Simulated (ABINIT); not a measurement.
# Zn (P6_3/mmc) in ABINIT: phonons at a zone-boundary q with LDA

Aim: the phonons at a zone-boundary q of Zn with LDA.

Program: ABINIT 10.8.3 (patched build). These are calculated values, not measurements. Logs are shortened: lines on timing, memory, paths and dates and some standing lists are left out, and cuts for length are marked. The log counts tension as positive stress, the text compression.

## 1. The undisturbed crystal

The structure is hexagonal, space group P6_3/mmc (No. 194). Conventional cell: a = 2.670 Å, b = 2.670 Å, c = 4.966 Å, α = 90.00°, β = 90.00°, γ = 120.00°. Around Zn (site symmetry -6m2) lie 12 Zn at 2.67 to 2.92 Å.

## 2. Phonons at a zone-boundary q, LDA (cell relaxed at zero pressure by an earlier run)

run.abi

```
ndtset 2

pp_dirpath "./"
pseudos "Zn.upf"

acell 3*1.0 Angstrom
rprim
     2.6439561700     0.0000000000     0.0000000000
    -1.3219780800     2.2897332100     0.0000000000
     0.0000000000     0.0000000000     4.4029865900
ntypat 1
znucl 30
natom 2
typat 1 1
chkprim 0
chksymtnons 0
tolsym 1.0e-6
xred
            2/3            1/3            3/4
            1/3            2/3            1/4

ecut 40.0
ecutsm 0.5

ngkpt 12 12 6
nshiftk 1
shiftk 0.0 0.0 0.0

ixc 7

nband 28
occopt 3
tsmear 0.00499791

nstep 80

prteig 0
prtebands 0
prtwf 0
prtden 0
prtpot 0

kptopt1 1
tolvrs1 1.0e-15
prtwf1 1
tolwfr1 1.0e-14
nbdbuf1 4
nline1 6

rfphon2 1
rfatpol2 1 2
rfdir2 1 1 1
getwfk2 1
kptopt2 3
nqpt2 1
qpt2 0.0 0.0 1/2
tolvrs2 1.0e-9
```

Potentials or basis: PseudoDojo NC SR LDA v0.4.1 standard.

Started as:

```console
> mpirun --bind-to none -np 4 abinit run.abi > log 2>&1
```

run.abo:

```text
.Version 10.8.3 of ABINIT
 DATASET    1 : space group P6_3/m m c (#194); Bravais hP (primitive hexag.)
================================================================================
 Values of the parameters that define the memory need for DATASET  1.
     intxc =       0    ionmov =       0      iscf =       7    lmnmax =       6
     lnmax =       6     mgfft =      48  mpssoang =       3    mqgrid =    3001
     natom =       2  nloc_mem =       1    nspden =       1   nspinor =       1
    nsppol =       1      nsym =      24    n1xccc =    2501    ntypat =       1
    occopt =       3   xclevel =       1
       mpw =        2190          nfft =       43200          nkpt =          76
================================================================================
================================================================================

 DATASET    2 : space group P6_3/m m c (#194); Bravais hP (primitive hexag.)
================================================================================
 Values of the parameters that define the memory need for DATASET  2 (RF).
     intxc =       0      iscf =       7    lmnmax =       6     lnmax =       6
     mgfft =      48  mpssoang =       3    mqgrid =    3001     natom =       2
  nloc_mem =       1    nspden =       1   nspinor =       1    nsppol =       1
      nsym =      24    n1xccc =    2501    ntypat =       1    occopt =       3
   xclevel =       1
      nfft =       43200          nkpt =         864
================================================================================
================================================================================

--------------------------------------------------------------------------------
------------- Echo of variables that govern the present computation ------------
--------------------------------------------------------------------------------
 -outvars: echo values of preprocessed input variables --------
            acell      1.8897261259E+00  1.8897261259E+00  1.8897261259E+00 Bohr
              amu      6.53900000E+01
          chkprim           0
      chksymtnons           0
             ecut      4.00000000E+01 Hartree
           ecutsm      5.00000000E-01 Hartree
           getwfk1          0
           getwfk2          1
                       outvar_i_n : Printing only first  50 k-points.
              ixc           7
           jdtset        1    2
                       outvar_i_n : Printing only first  50 k-points.
           kptopt1          1
           kptopt2          3
         kptrlatt       12    0    0      0   12    0      0    0    6
          kptrlen      4.99226327E+01
            natom           2
            nband1         28
            nband2         28
           nbdbuf1          4
           nbdbuf2          2
           ndtset           2
            ngfft          30      30      48
             nkpt1         76
             nkpt2        864
            nline1          6
            nline2          4
[... 321 lines left out ...]

 dfpt_looppert : total number of electrons, from k and k+q
  fully or partially occupied states are    4.000000E+01 and    4.000000E+01.
 Initialisation of the first-order wave-functions :
  ireadwf=   0

--- !BeginCycle
iteration_state: {dtset: 2, }
solver: {iscf: 7, nstep: 80, nline: 4, wfoptalg: 0, }
tolerances: {tolvrs: 1.00E-09, }
...

     iter   2DEtotal(Ha)        deltaE(Ha) residm    vres2
-ETOT  1   15.944633820033     -3.893E+04 7.530E+01 3.611E+02
 ETOT  2   3.4067871474658     -1.254E+01 1.403E-01 6.449E+03
 ETOT  3   3.0893547106139     -3.174E-01 9.472E-04 1.126E+03
 ETOT  4   3.0249634127654     -6.439E-02 1.112E-03 1.762E+01
 ETOT  5   3.0239023694198     -1.061E-03 4.094E-05 8.305E-01
 ETOT  6   3.0238596726454     -4.270E-05 1.938E-06 1.662E-02
 ETOT  7   3.0238557325324     -3.940E-06 8.606E-08 2.942E-04
 ETOT  8   3.0238556854933     -4.704E-08 7.865E-09 5.517E-06
 ETOT  9   3.0238556850641     -4.293E-10 3.012E-10 1.153E-08
 ETOT 10   3.0238556847294     -3.347E-10 2.438E-11 3.603E-09
 ETOT 11   3.0238556839945     -7.349E-10 1.594E-12 1.759E-10

 At SCF step   11       vres2   =  1.76E-10 < tolvrs=  1.00E-09 =>converged.
================================================================================

 ----iterations are completed or convergence reached----

 Mean square residual over all n,k,spin=   85.083E-17; max=  15.940E-13

 2DEtotal=    0.3023855684E+01 Ha. Also 2DEtotal=    0.822833049693E+02 eV
    (2DErelax=   -3.8942350888E+04 Ha. 2DEnonrelax=    3.8945374744E+04 Ha)
    (  non-var. 2DEtotal :    3.0238585998E+00 Ha)

================================================================================

 ---- first-order wavefunction calculations are completed ----

 ==> Compute Derivative Database <==

  Dynamical matrix, in cartesian coordinates,
   if specified in the inputs, asr has been imposed
     j1       j2             matrix element
  dir pert dir pert     real part    imaginary part

   1    1   1    1         0.0135924827         0.0000000000

   2    1   2    1         0.0135924832         0.0000000000

   3    1   3    1         0.0436786288         0.0000000000

   1    2   1    2         0.0135924827         0.0000000000

   2    2   2    2         0.0135924832         0.0000000000

   3    2   3    2         0.0436786288         0.0000000000

  Phonon wavevector (reduced coordinates) :  0.00000  0.00000  0.50000
 Phonon energies in Hartree :
   3.376864E-04  3.376864E-04  3.376865E-04  3.376865E-04  6.053392E-04
   6.053392E-04
 Phonon frequencies in cm-1    :
   7.411361E+01  7.411361E+01  7.411363E+01  7.411363E+01  1.328566E+02
   1.328566E+02

== END DATASET(S) ==============================================================
================================================================================

 -outvars: echo values of variables after computation  --------
            acell      1.8897261259E+00  1.8897261259E+00  1.8897261259E+00 Bohr
           etotal1    -4.1784382156E+02
           etotal2     3.0238556840E+00
            fcart1     2.7592813006E-26 -1.5930718075E-26 -0.0000000000E+00
                      -2.7592813006E-26  1.5930718075E-26 -0.0000000000E+00
            fcart2     0.0000000000E+00  0.0000000000E+00  0.0000000000E+00
                       0.0000000000E+00  0.0000000000E+00  0.0000000000E+00
            rprim      2.6439561700E+00  0.0000000000E+00  0.0000000000E+00
                      -1.3219780800E+00  2.2897332100E+00  0.0000000000E+00
                       0.0000000000E+00  0.0000000000E+00  4.4029865900E+00
           strten1    -1.6605741137E-05 -1.6605757723E-05  4.2971535645E-05
                       0.0000000000E+00  0.0000000000E+00 -1.4427923187E-10
           strten2     0.0000000000E+00  0.0000000000E+00  0.0000000000E+00
                       0.0000000000E+00  0.0000000000E+00  0.0000000000E+00
           xangst      1.3219780867E+00  7.6324440333E-01  3.3022399425E+00
                       3.3333332446E-09  1.5264888067E+00  1.1007466475E+00
             xred      6.6666666667E-01  3.3333333333E-01  7.5000000000E-01
                       3.3333333333E-01  6.6666666667E-01  2.5000000000E-01
 Calculation completed.
```

It took 6.1 min on 4 MPI ranks of Intel Xeon 6975P-C (Granite Rapids), shared host; peak memory 2.8 GiB.

Results:

```
Free energy                                 : -11370.1096 eV
Pressure                                    : -0.1 GPa
Band gap on the k mesh                      : none (metal or under the smearing width)
Highest phonon frequency at the q point run : 133 cm⁻¹
```

Phonon frequencies in cm⁻¹ (negative: imaginary):
```tsv
q point	frequencies
(0.000, 0.000, 0.500)	74 74 74 74 133 133
```
